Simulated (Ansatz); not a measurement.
**AlRu: energy along a strain**

AlRu, Pm-3m, a = 2.983 Å. The structure is a COD entry; whether it is the stable form wasn't checked. Ansatz: r2SCAN, PAW, 500 eV, Γ-centred 20×20×20 mesh on 2 atoms, Gaussian smearing 0.15 eV; no spin polarisation. Cell vectors (Å): 2.983 0.000 0.000; 0.000 2.983 0.000; 0.000 0.000 2.983. The cell is strained by x per cent times the pattern (0 1 0 0 0 0) in the order xx yy zz yz xz xy (engineering shears), with fractional coordinates held. y is the free energy over the start, V0 = 13.267 Å³/atom.

| x (%) | y (meV/atom) |
| --- | --- |
| -6.00 | 59.74 |
| -4.50 | 32.23 |
| -3.00 | 13.76 |
| -1.50 | 3.30 |
| 0.00 | 0.00 |
| 1.50 | 3.12 |
| 3.00 | 12.03 |
| 4.50 | 26.16 |
| 5.25 | 35.02 |
| 6.00 | ? |

Fit y = c2 x² + c3 x³ to the other rows, get the stiffness along the pattern, and predict the missing energy.

Least squares on the rows shown. y = 1.4483 x² − 0.034442 x³. The clamped-ion stiffness p·C·p = 2 × 14.48 eV × 160.2 / 13.267 Å³ = 350 GPa, which is C22 in these axes (C11 of the cubic crystal). At x = 6.00 the fit asked for gives 44.70 meV/atom. The run gave 45.01 meV/atom, so the fit is 0.31 meV/atom too low, 0.52 % of the span of the series, against an rms of 0.13 meV/atom on the fitted rows. The row lies outside the fitted range. With a term in x⁴ added, a fit to the same known rows predicts 45.17 meV/atom, a smaller miss on the other side.

Cost: 10 runs of about 5 core-minutes in all, on Intel Xeon Processor @ 2.70GHz (shared hosts).

The energy rises more steeply in compression than in extension at every matched pair of strains, hence the negative cubic coefficient. This is the usual anharmonicity of a bonded solid: short-range repulsion grows quickly as atoms are pushed together, while bonding weakens more gradually as they separate. The large stiffness, 350 GPa, fits the strong hybridisation of Ru d with Al s and p states expected in this intermetallic, although an energy curve alone can't isolate that contribution.

The cubic fit's shortfall at the largest extension suggests a positive quartic term. Part of that term is probably absorbed into c2, so the stiffness in the limit of small strain should be slightly below the fitted value. Holding the fractional coordinates costs nothing here: both atoms sit on inversion centres, which a homogeneous strain preserves, so the clamped-ion and relaxed-ion constants coincide by symmetry. A single longitudinal constant leaves the shear response, and with it elastic anisotropy and full mechanical stability, undetermined.
